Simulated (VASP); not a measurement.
## AlCo: relaxation of the atoms with PBEsol

The system is AlCo.

```xyz
2
Lattice="2.8036 0.0000 0.0000 0.0000 2.8036 0.0000 0.0000 0.0000 2.8036" Properties=species:S:1:pos:R:3 pbc="T T T"
Al    0.0000    0.0000    0.0000
Co    1.4018    1.4018    1.4018
```

The cell is a database's computed one.

The cell isn't the ideal one: a relaxed cell with its volume scaled by 0.98.

| Item | Value |
| --- | --- |
| Program | VASP 6.6.1 |
| Task | relaxation of the atoms |
| Functional | PBEsol |
| Potentials or basis | VASP PAW PBE potentials, release 64 (Al, Co) |
| Cutoff | 600 eV |
| k mesh | 14 × 14 × 14 |
| Occupations | methfessel-paxton, width 0.1 eV |
| Spin | no spin polarisation |
| Further INCAR settings | ALGO = Normal; EDIFF = 1e-07; IBRION = 2; EDIFFG = -0.01; NSW = 40 |

| Item | Value |
| --- | --- |
| Pressure after relaxing | 4.1 GPa |
| Band gap on the k mesh | none (metal or under the smearing width) |

Final structure:
```
Al Co
1.0
     2.80363    0.00000    0.00000
     0.00000    2.80363    0.00000
     0.00000    0.00000    2.80363
Al Co
1 1
Direct
  0.00000 0.00000 0.00000
  0.50000 0.50000 0.50000
```

Levels at points of the mesh, in eV from the Fermi level:
```
           k point  band 2  band 3  band 4  band 5  band 6  band 7  band 8  band 9  band 10
(0.00, 0.00, 0.00)   -3.25   -3.25   -0.91   -0.91   -0.91    6.18    6.18    6.18     8.92
(0.50, 0.00, 0.00)   -6.92   -2.61   -1.85   -1.85   -0.79    0.16    8.44   10.82    10.82
(0.50, 0.50, 0.00)   -3.32   -2.81   -2.81   -1.64   -1.64   -0.30    2.51    3.76    13.30
(0.50, 0.50, 0.50)   -4.20   -4.20   -0.26   -0.26    2.33    2.33    2.33    4.57     5.60
```

Run time: 10 s on 1 thread of Intel(R) Xeon(R) Platinum 8375C CPU @ 2.90GHz (Ice Lake), with other jobs on the host, peak memory 0.17 GiB.

Caveat: the relaxation stopped at its first step, so nothing moved; the PAW data sets were made with another functional, which shifts forces and pressure a little. Spin polarisation is off, so any magnetic state and its effect on volume and gap are missing.
